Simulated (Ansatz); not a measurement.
Runs of Ansatz 0.2.0 on Pb. The cell holds a slab with vacuum, 4 atoms: a = 3.480 Å, b = 3.480 Å, c = 23.385 Å, α = 90.00°, β = 90.00°, γ = 120.00°. The slab is cut from a database's or a generator's crystal, which needn't be the stable form of the element.

| task | level | cell | cutoff (eV) | basis error allowed | gap on the mesh (eV) | largest force (eV/Å) | work function (eV) |
| --- | --- | --- | --- | --- | --- | --- | --- |
| single point | PBE | as given | 148 | 0.002 eV/atom | none | 0.41 | 3.80 |
| projected density of states | PBE | the (0 0 1) slab of Pb, cut from the database cell, not relaxed | 148 | 0.002 eV/atom | - | 0.41 | 3.80 |
| single point | PBEsol | as given | 148 | 0.002 eV/atom | none | 0.40 | 3.90 |
| single point | LDA | as given | 148 | 0.002 eV/atom | none | 0.40 | (a) |
| single point | PBE | the (0 0 1) slab of Pb, cut from the database cell, not relaxed | 161 | 0.001 eV/atom | none | 0.41 | 3.80 |

Alike in all rows: potentials or basis all-electron LAPW, scalar-relativistic; no spin polarisation; k mesh 9 × 9 × 1; smearing fermi-dirac 0.05 eV.

Question: Estimate the missing entries.

Answer: (a) 4.11.

Caveats: spin-orbit coupling is left out, which moves the levels of the heavy elements (some runs); the density of states is complete only up to the lowest level of the last band computed (some runs).

A k mesh can miss the band edges, and the runs leave out spin-orbit coupling on Pb.

A gap of «none» marks a metal or a gap under the smearing width.
